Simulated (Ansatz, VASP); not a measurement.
# One calculation of Se, two programs

File INCAR:

```
SYSTEM = Se
PREC = Accurate
ENCUT = 520
EDIFF = 1E-7
ISMEAR = 0
SIGMA = 0.1
LREAL = .False.
LASPH = .True.
NELM = 80
ALGO = Fast
ISIF = 2
LWAVE = .False.
LCHARG = .True.
GGA = PE
LELF = .True.
LVHAR = .True.
NBANDS = 9
```

File KPOINTS:

```
regular mesh
0
Gamma
  10 10 10
  0 0 0
```

Contents of POSCAR:

```
Se
1.0
   -1.7034486149      1.7034486149      1.7034486149
    1.7034486149     -1.7034486149      1.7034486149
    1.7034486149      1.7034486149     -1.7034486149
Se
1
Direct
    0.0000000000      0.0000000000      0.0000000000
```

Input for Ansatz:

```yaml
crystal:
  lattice:
    - [-1.7034486149, 1.7034486149, 1.7034486149]
    - [1.7034486149, -1.7034486149, 1.7034486149]
    - [1.7034486149, 1.7034486149, -1.7034486149]
  atoms:
    - { symbol: Se, position: [0.0, 0.0, 0.0] }
basis:
  ecutwfc: 420
kpoints:
  mp_grid: { grid: [10, 10, 10] }
hamiltonian:
  xc: pbe
scf:
  occupations: { method: gaussian, width: 0.1 }
output:
  forces: true
  stress: true
  eigenvalues: true
```

This isn't the form of Se at room conditions, which is trigonal, of chains.

Alike in both runs: task single point; functional PBE; k mesh 10 × 10 × 10; occupations gaussian, width 0.1 eV; no spin polarisation.

|  | VASP | Ansatz |
| --- | --- | --- |
| version | VASP 6.6.1 | Ansatz 0.2.0 |
| potentials or method | VASP PAW PBE potentials, release 64 (Se) | scalar-relativistic, plane waves, PAW |
| plane-wave cutoff (eV) | 520 | 420 |
| valence electrons in the cell | 6 | 16 |

|  | VASP | Ansatz | Ansatz less VASP |
| --- | --- | --- | --- |
| gap on the k mesh at the Fermi level (eV) | none | none | - |
| pressure (GPa) | 2.0 | 2.0 | -0.02 |

A gap of «none» marks a metal or a gap that the smearing closes. With one functional, cell and mesh, what is left measures potentials, basis and numerics. The two sets of potentials don't hold the same shells in valence.
